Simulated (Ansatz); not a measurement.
The system is CuO.

```
Cu O
1.0
     4.16094    0.00000    0.00000
     0.00000    4.16094    0.00000
     0.00000    0.00000    3.88764
Cu O
3 3
Direct
  0.50000 0.00000 0.50000
  0.00000 0.50000 0.50000
  0.00000 0.00000 0.00000
  0.00000 0.00000 0.50000
  0.50000 0.00000 0.00000
  0.00000 0.50000 0.00000
```

Measurements of this composition are mostly on another form, of space group No. 15.

| Property | Result |
| --- | --- |
| Program | Ansatz 0.2.0 |
| Task | relaxation of cell and atoms |
| Functional | r2SCAN |
| Dispersion | D3(BJ) |
| Potentials or basis | Ansatz PAW |
| Cutoff | 500 eV (not typed: the program's choice for these potentials) |
| k mesh | 7 × 7 × 7 |
| Occupations | fermi-dirac, width 0.05 eV |
| Spin | no spin polarisation |

At the start: volume 11.22 Å³/atom.

Problem. How do energy, volume and symmetry change on relaxing?

Solution. It ends after 6 steps and the volume is 10.72 Å³/atom (-4.5 %); space group P4/mmm (No. 123, to 0.05 Å).

Step by step:
```
step  energy change (eV)  largest force (eV/Å)  volume (Å³)
   1              0.0000                0.0000        67.31
   2             -0.0448                0.0000        65.90
   3             -0.0631                0.0000        64.23
   4             -0.0632                0.0000        64.34
   5             -0.0633                0.0000        64.29
   6             -0.0605                0.0000        64.29
```

Final structure:
```
CELL_PARAMETERS angstrom
4.08665 0.00000 0.00000
0.00000 4.08665 0.00000
0.00000 0.00000 3.84955
ATOMIC_POSITIONS crystal
Cu 0.50000 0.00000 0.50000
Cu 0.00000 0.50000 0.50000
Cu 0.00000 0.00000 0.00000
O 0.00000 0.00000 0.50000
O 0.50000 0.00000 0.00000
O 0.00000 0.50000 0.00000
```

Caveat: the plane-wave basis is chosen anew once the cell has moved, so the energies of steps on either side of that aren't comparable; an odd number of electrons without spin polarisation forces a metal; a magnetic or distorted state may lie lower; the run has no spin polarisation, though such a crystal can be magnetic; pairwise dispersion overbinds metals, which lowers pressure and volume; the PAW data sets come from PBE, with cores solved anew for the run's functional, which leaves a small shift of forces and pressure; the dispersion damping was fitted for another functional or another form of the correction.
